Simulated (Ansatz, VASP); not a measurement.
**Two plane-wave programs on BN**

```xyz
4
Lattice="2.4837 0.0000 0.0000 -1.2419 2.1510 0.0000 0.0000 0.0000 7.1481" Properties=species:S:1:pos:R:3 pbc="T T T"
B     0.0000    1.4340    1.7870
B     1.2419    0.7170    5.3611
N     0.0000    1.4340    5.3611
N     1.2419    0.7170    1.7870
```

Alike in both runs: task single point; functional PBEsol; k mesh 12 × 12 × 4; occupations gaussian, width 0.05 eV; no spin polarisation.

|  | VASP | Ansatz |
| --- | --- | --- |
| version | VASP 6.6.1 | Ansatz 0.2.0 |
| potentials or method | VASP PAW PBE potentials, release 64 (B, N) | scalar-relativistic, plane waves, PAW |
| plane-wave cutoff (eV) | 520 | 520 |
| valence electrons in the cell | 16 | 16 |

Ansatz gave:

```
gap on the k mesh at the Fermi level (eV)       : 4.34
least direct gap on the mesh (eV)               : 4.67
pressure (GPa)                                  : 5.5
largest component of the traceless stress (GPa) : 5.64
```

Task: Estimate VASP's values.

Result: gap on the k mesh at the Fermi level (eV): 4.33; least direct gap on the mesh (eV): 4.66; pressure (GPa): 6.0; largest component of the traceless stress (GPa): 6.23.

The functional is the same, so the differences come from potentials, cutoffs and numerics. Ansatz warned: «pseudo_functional_mismatch».

Caveats: the PAW data sets were made with another functional, which shifts forces and pressure a little (VASP); this functional lacks dispersion, which binds the layers, so the pressure and a relaxed spacing across them are unreliable. A k mesh can miss the band edges.
